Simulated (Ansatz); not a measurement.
# Cold compression of Ga (beta tin type)

```
Ga
1.0
    -2.65370    2.65370    1.39488
     2.65370   -2.65370    1.39488
     2.65370    2.65370   -1.39488
Ga
2
Direct
  0.62500 0.87500 0.75000
  0.37500 0.12500 0.25000
```

The cell comes from a relaxation on PAW files under the same functional, begun from a prototype that needn't be the stable phase.

Its volume is scaled, and at each volume shape and atoms are relaxed on PAW files; all methods then take that cell.

All numbers are PBE results (scalar-relativistic) from Ansatz 0.2.0, with a Γ-centred 17×17×17 k mesh, Fermi–Dirac smearing of 0.08 eV, no spin polarisation. Methods: LAPW: all electrons, basis error target 1 meV/atom; PAW: frozen-core files, cutoff 420 eV; crystal datasets: all electrons, by PAW datasets that the program makes for each cell; norm-conserving: pseudopotentials, cutoff 1088 eV; PAW (cutoff 800 eV): frozen-core files, cutoff 800 eV.

Energies are extrapolated to zero smearing and count from the unscaled cell; pressure is positive in compression; gaps take the mesh and a band path. No temperature or zero-point motion is included.

```tsv
V/V0	V (Å³/atom)	P LAPW (GPa)	ΔE LAPW (eV/atom)	P PAW − LAPW (GPa)	ΔE PAW − LAPW (meV/atom)	space group	shortest distance (Å)
1.00	19.65	0.02	0.000	-0.02	0.0	I4_1/amd	2.744
0.88	17.29	8.46	0.054	-0.04	-0.4	I4_1/amd	2.629
0.78	15.32	?	0.234	-0.05	-0.9	I4_1/amd	2.526
0.68	13.36	48.7	0.652	-0.09	-1.6	I4_1/amd	2.415
0.58	11.39	100.8	1.531	-0.13	-2.8	I4_1/amd	2.291
0.50	9.82	181.8	2.875	-0.16	-4.3	I4_1/amd	2.181
0.43	8.45	314.0	4.944	-0.15	-5.6	I4_1/amd	2.074
```

(1) What belongs in the row "0.78", column "P LAPW (GPa)"?

(2) Fit the Vinet equation to the LAPW pressures over the whole range, with residuals weighted by 1/(|P| + 0.03·Pmax).

(3) From the table, what is the rise of the enthalpy H = E + pV up to the last row, and how stiff is the crystal between the last two rows?

(4) At the smallest volume, how far do crystal datasets and norm-conserving and PAW (cutoff 800 eV) lie from LAPW in pressure?

(5) How do the Löwdin populations by LAPW change from the unscaled cell to the last row?

## Answers

(1) 22.4.

(2) V0 = 19.67 Å³/atom, B0 = 46 GPa and B0′ = 5.50, and the fit misses no point by more than 2.1 GPa. A fit over so wide a range pins B0 less well than one near rest.

(3) ΔH = 4.944 eV + (314.0 GPa × 8.45 Å³ − 0.02 GPa × 19.65 Å³) × 0.006242 eV/(GPa·Å³) = 21.50 eV/atom, of which pV makes 77 %. The mean bulk modulus there is −ΔP/Δln V = 877 GPa.

(4) crystal datasets: 0.00 GPa; norm-conserving: +2.58 GPa; PAW (cutoff 800 eV): -0.33 GPa, on a LAPW pressure of 314.0 GPa.

(5) Ga 3s 1.99 → 1.94, Ga 4s 1.23 → 0.87, Ga 4p 1.79 → 2.24, Ga 3d 9.99 → 9.95 electrons an atom. These are projections on the shells that the free atoms fill; 0.02 e a cell lies outside them at the start and 0.04 e at the end.
